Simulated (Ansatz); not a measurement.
Point defect: Y on a Zr site in ZrO2

The calculation used DFT PBE, scalar-relativistic, plane waves, PAW in Ansatz 0.2.0. (420 eV cutoff, 2×2×2 k-mesh, Gaussian smearing of 0.01 eV, collinear spin)

Host crystal, relaxed:

```
Zr O
1.0
     3.62100    0.00000    0.00000
     0.00000    3.62100    0.00000
     0.00000    0.00000    5.28244
Zr O
2 4
Cartesian
  0.0000 0.0000 0.0000
  1.8105 1.8105 2.6412
  0.0000 1.8105 1.6227
  0.0000 1.8105 4.2639
  1.8105 0.0000 3.6597
  1.8105 0.0000 1.0185
```

Supercell of 24 atoms, rows in host cell vectors: -2 0 0; 0 2 0; 1 -1 -1. Atoms relax at the host's cell from a start displaced at random by 0.05 Å near the defect, so other minima may exist. The cell is small, so energies carry finite-size errors of tenths of an eV. The host's Kohn–Sham gap is 4.03 eV. Atoms are taken from and returned to the elements' standard states.

Defect: Y on a Zr site set at (0.000, 0.000, 0.000) of the host cell. Before relaxation its nearest neighbours are 4 O at 2.08 Å, 4 O at 2.43 Å.

```json
{"charge": "0", "E_f at the valence band top (eV)": "2.13", "moment (μB)": "1.00", "largest move (Å)": "0.20", "atoms near the site": "4 O at 2.27 Å, 2 O at 2.40 Å, 2 O at 2.41 Å"}
```